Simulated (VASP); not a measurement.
PbSe: phonons with PBEsol

PbSe:

```xyz
2
Lattice="3.7154 0.0000 0.0000 0.0000 3.7154 0.0000 0.0000 0.0000 3.7154" Properties=species:S:1:pos:R:3 pbc="T T T"
Pb    0.0000    0.0000    0.0000
Se    1.8577    1.8577    1.8577
```

Measurements of this composition are mostly on another form, of space group No. 225.

| Item | Value |
| --- | --- |
| Program | VASP 6.6.1 |
| Task | phonons |
| Functional | PBEsol |
| Potentials or basis | VASP PAW PBE potentials, release 64 (Pb_d, Se) |
| Cutoff | 520 eV |
| k mesh | 12 × 12 × 12 |
| Occupations | fermi-dirac, width 0.15 eV |
| Spin | no spin polarisation |
| Dipole correction | no |
| Further INCAR settings | ALGO = Fast; EDIFF = 1e-08; IBRION = 8; NSW = 1 |

The highest phonon frequency at Γ, LO-TO splitting left out is 0 cm⁻¹ and the most unstable mode is 45i cm⁻¹.

Phonon frequencies in cm⁻¹ (negative: imaginary):
```
              q point        frequencies
(0.000, 0.000, 0.000)  -45 -45 -45 0 0 0
```

Wall time 3.4 min on 1 thread of Intel(R) Xeon(R) Platinum 8488C (Sapphire Rapids), on a shared host, peak memory 0.42 GiB.

Caveat: some modes are imaginary. Spin-orbit coupling is left out, which matters for the levels of Pb.
